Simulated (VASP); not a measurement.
# KMgF3 (Pm-3m) in VASP: further runs

Runs on KMgF3. Level: PBE. Tasks: single point, relaxation of cell and atoms.

All numbers are computed with VASP 6.6.1; they aren't measurements. Logs are shortened: lines on timing, memory, paths and dates and some standing lists are left out, and cuts for length are marked.

## (1) The crystal as given

The structure is cubic, space group Pm-3m (No. 221). The conventional cell has a = 4.053 Å, b = 4.053 Å, c = 4.053 Å, α = 90.00°, β = 90.00°, γ = 90.00°. K (site symmetry m-3m) has 12 F at 2.87 Å as nearest neighbours. Mg (site symmetry m-3m) has 6 F at 2.03 Å as nearest neighbours. Around F (site symmetry 4/mmm) lie 2 Mg at 2.03 Å.

The cell is a database's computed one.

## (2) Single point, PBE

Input file INCAR:

```
SYSTEM = KMgF3
PREC = Accurate
ENCUT = 520
EDIFF = 1E-6
ISMEAR = 0
SIGMA = 0.1
LREAL = .FALSE.
LASPH = .TRUE.
NELM = 100
ALGO = Fast
ISIF = 2
LWAVE = .FALSE.
LCHARG = .FALSE.
GGA = PE
NBANDS = 24
```

Input file KPOINTS:

```
regular mesh
0
G
  4 4 4
  0 0 0
```

Input file POSCAR:

```
KMgF3
1.0
    4.0525130822      0.0000000000      0.0000000000
    0.0000000000      4.0525130822      0.0000000000
    0.0000000000      0.0000000000      4.0525130822
K Mg F
1 1 3
Direct
    0.5000000000      0.5000000000      0.5000000000
    0.0000000000      0.0000000000      0.0000000000
    0.0000000000      0.5000000000      0.0000000000
    0.0000000000      0.0000000000      0.5000000000
    0.5000000000      0.0000000000      0.0000000000
```

Potentials or basis: VASP PAW PBE potentials, release 64 (K_sv, Mg, F).

Started as:

```
$ cat potpaw_PBE.64/K_sv/POTCAR potpaw_PBE.64/Mg/POTCAR potpaw_PBE.64/F/POTCAR > POTCAR
$ mpirun -np 1 vasp_std > vasp.out
```

OUTCAR:

```text
SYSTEM = KMgF3
   PREC = Accurate
   ENCUT = 520
   EDIFF = 1E-6
   ISMEAR = 0
   LREAL = .FALSE.
   LASPH = .TRUE.
   NELM = 100
   ISIF = 2
   GGA = PE

 ion  position               nearest neighbor table
   1  0.500  0.500  0.500-   2 3.51   2 3.51   2 3.51   2 3.51   2 3.51   2 3.51   2 3.51   2 3.51

   2  0.000  0.000  0.000-   3 2.03   4 2.03   5 2.03   4 2.03   3 2.03   5 2.03   1 3.51   1 3.51
                             1 3.51   1 3.51   1 3.51   1 3.51   1 3.51   1 3.51
   3  0.000  0.500  0.000-   2 2.03   2 2.03
   4  0.000  0.000  0.500-   2 2.03   2 2.03
   5  0.500  0.000  0.000-   2 2.03   2 2.03

  LATTYP: Found a simple cubic cell.
 ALAT       =     4.0525130822

  Lattice vectors:

 A1 = (   4.0525130822,   0.0000000000,   0.0000000000)
 A2 = (   0.0000000000,   4.0525130822,   0.0000000000)
 A3 = (   0.0000000000,   0.0000000000,   4.0525130822)

Analysis of symmetry for initial positions (statically):
=====================================================================
 Subroutine PRICEL returns:
 Original cell was already a primitive cell.

 Routine SETGRP: Setting up the symmetry group for a
 simple cubic supercell.

 Subroutine GETGRP returns: Found 48 space group operations
 (whereof 48 operations were pure point group operations)
 out of a pool of 48 trial point group operations.

The static configuration has the point symmetry O_h .

Analysis of symmetry for dynamics (positions and initial velocities):
=====================================================================
 Subroutine PRICEL returns:
 Original cell was already a primitive cell.

 Routine SETGRP: Setting up the symmetry group for a
 simple cubic supercell.

 Subroutine GETGRP returns: Found 48 space group operations
 (whereof 48 operations were pure point group operations)
 out of a pool of 48 trial point group operations.

The dynamic configuration has the point symmetry O_h .

 Subroutine INISYM returns: Found 48 space group operations
 (whereof 48 operations are pure point group operations),
 and found     1 'primitive' translations

----------------------------------------------------------------------------------------

                                     Primitive cell

  volume of cell :      66.5539

  direct lattice vectors                    reciprocal lattice vectors
     4.052513082  0.000000000  0.000000000     0.246760462  0.000000000  0.000000000
     0.000000000  4.052513082  0.000000000     0.000000000  0.246760462  0.000000000
     0.000000000  0.000000000  4.052513082     0.000000000  0.000000000  0.246760462

  length of vectors
     4.052513082  4.052513082  4.052513082     0.246760462  0.246760462  0.246760462

  position of ions in fractional coordinates (direct lattice)
     0.500000000  0.500000000  0.500000000
     0.000000000  0.000000000  0.000000000
     0.000000000  0.500000000  0.000000000
     0.000000000  0.000000000  0.500000000
     0.500000000  0.000000000  0.000000000

  ion indices of the primitive-cell ions
   primitive index   ion index
                 1           1
                 2           2
                 3           3
                 4           4
                 5           5

----------------------------------------------------------------------------------------

 KPOINTS: regular mesh

Automatic generation of k-mesh.
 Grid dimensions read from file:
 generate k-points for:    4    4    4

 Generating k-lattice:

  Cartesian coordinates                     Fractional coordinates (reciprocal lattice)
     0.061690115  0.000000000  0.000000000     0.250000000  0.000000000  0.000000000
     0.000000000  0.061690115  0.000000000     0.000000000  0.250000000  0.000000000
     0.000000000  0.000000000  0.061690115     0.000000000  0.000000000  0.250000000

  Length of vectors
     0.061690115  0.061690115  0.061690115

  Shift w.r.t. Gamma in fractional coordinates (k-lattice)
     0.000000000  0.000000000  0.000000000

 Subroutine IBZKPT returns following result:
 ===========================================

 Found     10 irreducible k-points:

 Following reciprocal coordinates:
            Coordinates               Weight
  0.000000  0.000000  0.000000      1.000000
  0.250000  0.000000  0.000000      6.000000
  0.500000  0.000000  0.000000      3.000000
  0.250000  0.250000  0.000000     12.000000
  0.500000  0.250000  0.000000     12.000000
  0.500000  0.500000  0.000000      3.000000
  0.250000  0.250000  0.250000      8.000000
  0.500000  0.250000  0.250000     12.000000
  0.500000  0.500000  0.250000      6.000000
  0.500000  0.500000  0.500000      1.000000
   k-points           NKPTS =     10   k-points in BZ     NKDIM =     10   number of bands    NBANDS=     24
   number of dos      NEDOS =    301   number of ions     NIONS =      5
   total plane-waves  NPLWV =  27000
   dimension x,y,z NGX =    30 NGY =   30 NGZ =   30
   dimension x,y,z NGXF=    60 NGYF=   60 NGZF=   60
   ions per type =               1   1   3
   NGX,Y,Z   is equivalent  to a cutoff of  12.31, 12.31, 12.31 a.u.
   NGXF,Y,Z  is equivalent  to a cutoff of  24.61, 24.61, 24.61 a.u.
 SYSTEM =  KMgF3
   PREC   = accura    normal or accurate (medium, high low for compatibility)
   ISTART =      0    job   : 0-new  1-cont  2-samecut
   ICHARG =      2    charge: 1-file 2-atom 10-const
   ISPIN  =      1    spin polarized calculation?
   LNONCOLLINEAR =      F non collinear calculations
   LSORBIT =      F    spin-orbit coupling
   LASPH  =      T    aspherical Exc in radial PAW
   ENCUT  =  520.0 eV  38.22 Ry    6.18 a.u.   7.53  7.53  7.53*2*pi/ulx,y,z
   NELM   =    100;   NELMIN=  2; NELMDL= -5     # of ELM steps
   EDIFF  = 0.1E-05   stopping-criterion for ELM
   LREAL  =      F    real-space projection
   EDIFFG = 0.1E-04   stopping-criterion for IOM
   NSW    =      0    number of steps for IOM
   IBRION =     -1    ionic relax: 0-MD 1-quasi-New 2-CG
   NFREE  =      0    steps in history (QN), initial steepest desc. (CG)
   ISIF   =      2    stress and relaxation
   ISYM   =      2    0-nonsym 1-usesym 2-fastsym
   POTIM  = 0.5000    time-step for ionic-motion
   TEBEG  =    0.0;   TEEND  =   0.0 temperature during run
   PSTRESS=    0.0 pullay stress
   NELECT =      32.0000    total number of electrons
   NUPDOWN=      -1.0000    fix difference up-down
   EMIN   =  10.00;   EMAX   =-10.00  energy-range for DOS
   EFERMI =   0.00;   METHOD = LEGACY
   ISMEAR =     0;   SIGMA  =   0.10  broadening in eV -4-tet -1-fermi 0-gaus
   EFERMI_NEDOS =   21; number of points for ismear=-14 and -15
   IALGO  =     68    algorithm
   IMIX   =      4    mixing-type and parameters
     AMIX     =   0.40;   BMIX     =  1.00
     AMIX_MAG =   1.60;   BMIX_MAG =  1.00
  volume/ion in A,a.u.               =      13.31        89.83
  Fermi-wavevector in a.u.,A,eV,Ry     =   1.282529  2.423628 22.379946  1.644880
  Thomas-Fermi vector in A             =   2.414835
   LORBIT       =      0    0 simple, 1 ext, 2 COOP (PROOUT), +10 PAW based schemes
   GGA     = PE    functional components
   LHFCALC =     F    Hartree Fock is set to
   AEXX    =    0.0000 exact exchange contribution
   IVDW    =     0    specifies the selected vdW correction
   LEPSILON=     F    determine dielectric tensor
   LRPA    =     F    only Hartree local field effects (RPA)
 non-spin polarized calculation
 RMM-DIIS sequential band-by-band and
 Gauss-broadening in eV      SIGMA  =   0.10
  energy-cutoff  :      520.00
  volume of cell :       66.55
 maximum number of plane-waves:      1856
   NGX = 15   NGY = 15   NGZ = 15

 number of electron      31.9999960 magnetization

 Free energy of the ion-electron system (eV)
  ---------------------------------------------------
  ext. energy  EPLUGINS =         0.00000000
  ---------------------------------------------------
  free energy    TOTEN  =       -24.44974401 eV

  energy without entropy =      -24.44974401  energy(sigma->0) =      -24.44974401

 E-fermi :  -1.2888     XC(G=0):  -9.4396

 val. band max:       -1.8446135915   @ k =   0.5000   0.5000   0.5000
 cond. band min:       5.0937201610   @ k =   0.0000   0.0000   0.0000
 fundamental gap:      6.9383337525
 Fermi energy:        -1.2887857551

 k-point     1 :       0.0000    0.0000    0.0000
  band No.  band energies     occupation
      1     -27.6023      2.00000
      2     -21.8359      2.00000
      3     -21.2453      2.00000
      4     -21.2453      2.00000
      5     -11.0876      2.00000
      6     -11.0876      2.00000
[... 16 lines left out ...]
     23      11.5952      0.00000
     24      14.4819      0.00000

 k-point     2 :       0.2500    0.0000    0.0000
  band No.  band energies     occupation
      1     -27.5918      2.00000
      2     -21.7746      2.00000
      3     -21.3156      2.00000
      4     -21.2420      2.00000
      5     -11.0868      2.00000
      6     -11.0657      2.00000
[... 16 lines left out ...]
     23      11.5713      0.00000
     24      14.5063      0.00000

 k-point     3 :       0.5000    0.0000    0.0000
  band No.  band energies     occupation
      1     -27.5812      2.00000
      2     -21.6875      2.00000
      3     -21.4118      2.00000
      4     -21.2381      2.00000
      5     -11.0859      2.00000
      6     -11.0434      2.00000
[... 16 lines left out ...]
     23      12.2513      0.00000
     24      13.1840      0.00000

 k-point     4 :       0.2500    0.2500    0.0000
  band No.  band energies     occupation
      1     -27.5827      2.00000
      2     -21.7095      2.00000
      3     -21.3376      2.00000
      4     -21.2800      2.00000
      5     -11.1200      2.00000
      6     -11.0670      2.00000
[... 16 lines left out ...]
     23      11.7706      0.00000
     24      13.1423      0.00000

 k-point     5 :       0.5000    0.2500    0.0000
  band No.  band energies     occupation
      1     -27.5735      2.00000
      2     -21.6108      2.00000
      3     -21.4189      2.00000
      4     -21.2917      2.00000
      5     -11.1212      2.00000
      6     -11.1006      2.00000
[... 16 lines left out ...]
     23      12.1924      0.00000
     24      13.2425      0.00000

 k-point     6 :       0.5000    0.5000    0.0000
  band No.  band energies     occupation
      1     -27.5658      2.00000
      2     -21.4536      2.00000
      3     -21.4264      2.00000
      4     -21.4264      2.00000
      5     -11.1562      2.00000
      6     -11.1562      2.00000
[... 16 lines left out ...]
     23      12.0894      0.00000
     24      12.2257      0.00000

 k-point     7 :       0.2500    0.2500    0.2500
  band No.  band energies     occupation
      1     -27.5748      2.00000
      2     -21.6488      2.00000
      3     -21.3313      2.00000
      4     -21.3313      2.00000
      5     -11.1315      2.00000
      6     -11.1315      2.00000
[... 16 lines left out ...]
     23      12.0866      0.00000
     24      13.9375      0.00000

 k-point     8 :       0.5000    0.2500    0.2500
  band No.  band energies     occupation
      1     -27.5669      2.00000
      2     -21.5514      2.00000
      3     -21.4186      2.00000
      4     -21.3251      2.00000
      5     -11.1604      2.00000
      6     -11.1430      2.00000
[... 16 lines left out ...]
     23      12.1312      0.00000
     24      13.1214      0.00000

 k-point     9 :       0.5000    0.5000    0.2500
  band No.  band energies     occupation
      1     -27.5603      2.00000
      2     -21.4320      2.00000
      3     -21.4183      2.00000
      4     -21.4183      2.00000
      5     -11.1992      2.00000
      6     -11.1992      2.00000
[... 16 lines left out ...]
     23      12.0808      0.00000
     24      12.8315      0.00000

 k-point    10 :       0.5000    0.5000    0.5000
  band No.  band energies     occupation
      1     -27.5549      2.00000
      2     -21.4106      2.00000
      3     -21.4106      2.00000
      4     -21.4106      2.00000
      5     -11.2421      2.00000
      6     -11.2421      2.00000
[... 16 lines left out ...]
     23      12.8279      0.00000
     24      12.8283      0.00000

------------------------ aborting loop because EDIFF is reached ----------------------------------------

  FORCE on cell =-STRESS in cart. coord.  units (eV):
  Direction    XX          YY          ZZ          XY          YZ          ZX
  --------------------------------------------------------------------------------------
  -------------------------------------------------------------------------------------
  Total       -0.1341366     -0.1341366     -0.1341366      0.0000000      0.0000000     -0.0000000
  in kB       -3.2291240     -3.2291240     -3.2291240      0.0000000      0.0000000     -0.0000000
  external PRESSURE =      -3.2291240 kB  Pullay stress =       0.0000000 kB

 VOLUME and BASIS-vectors are now :
 -----------------------------------------------------------------------------
  energy-cutoff  :      520.00
  volume of cell :       66.55
      direct lattice vectors                 reciprocal lattice vectors
     4.052513082  0.000000000  0.000000000     0.246760462  0.000000000  0.000000000
     0.000000000  4.052513082  0.000000000     0.000000000  0.246760462  0.000000000
     0.000000000  0.000000000  4.052513082     0.000000000  0.000000000  0.246760462

 POSITION                                       TOTAL-FORCE (eV/Angst)
 -----------------------------------------------------------------------------------
      2.02626      2.02626      2.02626         0.000000      0.000000      0.000000
      0.00000      0.00000      0.00000         0.000000      0.000000      0.000000
      0.00000      2.02626      0.00000         0.000000      0.000000      0.000000
      0.00000      0.00000      2.02626         0.000000      0.000000      0.000000
      2.02626      0.00000      0.00000         0.000000      0.000000      0.000000
 -----------------------------------------------------------------------------------
    total drift:                                0.000000     -0.000000      0.000000

  FREE ENERGIE OF THE ION-ELECTRON SYSTEM (eV)
  ---------------------------------------------------
  free  energy   TOTEN  =       -24.4497440088 eV

  energy  without entropy=      -24.4497440088  energy(sigma->0) =      -24.44974401
```

Run time: 22 s. Hardware: 1 thread of AMD EPYC 7R13 (Zen 3), shared host; peak memory 0.14 GiB.

What came out:

```
Free energy            : -24.4497 eV
Pressure               : -0.3 GPa
Band gap on the k mesh : 6.94 eV, indirect (least direct gap 7.26 eV)
```

A k mesh can miss the band edges. As with any semilocal functional, this PBE gap is likely too small.

## (3) Relaxation of cell and atoms, PBE

This run uses another cell than the first one, of 12.59 Å³/atom, 0.946 times its volume.

Input file INCAR:

```
PREC = Accurate
ENCUT = 600
EDIFF = 1E-7
ISMEAR = 0
SIGMA = 0.1
LREAL = False
LASPH = True
NELM = 100
ALGO = Normal
ISIF = 3
LWAVE = False
LCHARG = False
GGA = PE
IBRION = 2
NSW = 60
EDIFFG = -0.04
```

Input file KPOINTS:

```
regular mesh
0
Gamma
  4 4 4
```

POSCAR, as its differences from that of step 2:

```diff
@@ -2,5 +2,5 @@
 1.0
-    4.0525130822      0.0000000000      0.0000000000
-    0.0000000000      4.0525130822      0.0000000000
-    0.0000000000      0.0000000000      4.0525130822
+    3.9784680000      0.0000000000      0.0000000000
+    0.0000000000      3.9784680000      0.0000000000
+    0.0000000000      0.0000000000      3.9784680000
 K Mg F
```

Potentials or basis: VASP PAW PBE potentials, release 64 (K_sv, Mg, F).

Started as:

```
$ cat potpaw_PBE.64/K_sv/POTCAR potpaw_PBE.64/Mg/POTCAR potpaw_PBE.64/F/POTCAR > POTCAR
$ mpirun -np 1 vasp_std > vasp.out
```

Run time: 42 s. Hardware: 1 thread of AMD EPYC 7R13 (Zen 3), shared host; peak memory 0.16 GiB.

Results (log left out):

* Free energy: -24.4488 eV
* Relaxed volume: 13.24 Å³/atom
* Relaxed cell: a = 4.045 Å, b = 4.045 Å, c = 4.045 Å, α = 90.00°, β = 90.00°, γ = 90.00°
* Space group after relaxing (to 0.05 Å): Pm-3m (No. 221)
* Energy gained by relaxing: 7.1 meV/atom
* Ionic steps: 3
* Pressure after relaxing: 0.0 GPa
* Band gap on the k mesh: 6.98 eV, indirect (least direct gap 7.30 eV)

Step by step:
| step | energy change (eV) | largest force (eV/Å) | pressure (GPa) | volume (Å³) |
| --- | --- | --- | --- | --- |
| 1 | 0.0000 | 0.0000 | 3.71 | 62.97 |
| 2 | -0.0346 | 0.0000 | 0.52 | 65.67 |
| 3 | -0.0354 | 0.0000 | -0.02 | 66.19 |

Final structure:
```xyz
5
Lattice="4.0451 0.0000 0.0000 0.0000 4.0451 0.0000 0.0000 0.0000 4.0451" Properties=species:S:1:pos:R:3 pbc="T T T"
K     2.0226    2.0226    2.0226
Mg    0.0000    0.0000    0.0000
F     0.0000    2.0226    0.0000
F     0.0000    0.0000    2.0226
F     2.0226    0.0000    0.0000
```

Levels at points of the mesh, in eV from the valence-band top:
```tsv
k point	band 13	band 14	band 15	band 16	band 17	band 18	band 19	band 20
(0.00, 0.00, 0.00)	-0.58	-0.32	-0.32	-0.32	6.98	10.02	10.02	12.12
(0.50, 0.00, 0.00)	-0.81	-0.80	-0.50	-0.50	9.84	10.00	11.00	12.60
(0.50, 0.50, 0.00)	-0.96	-0.86	-0.86	-0.02	10.65	11.48	12.22	12.22
(0.50, 0.50, 0.50)	-1.08	0.00	0.00	0.00	10.27	10.27	10.27	13.62
```
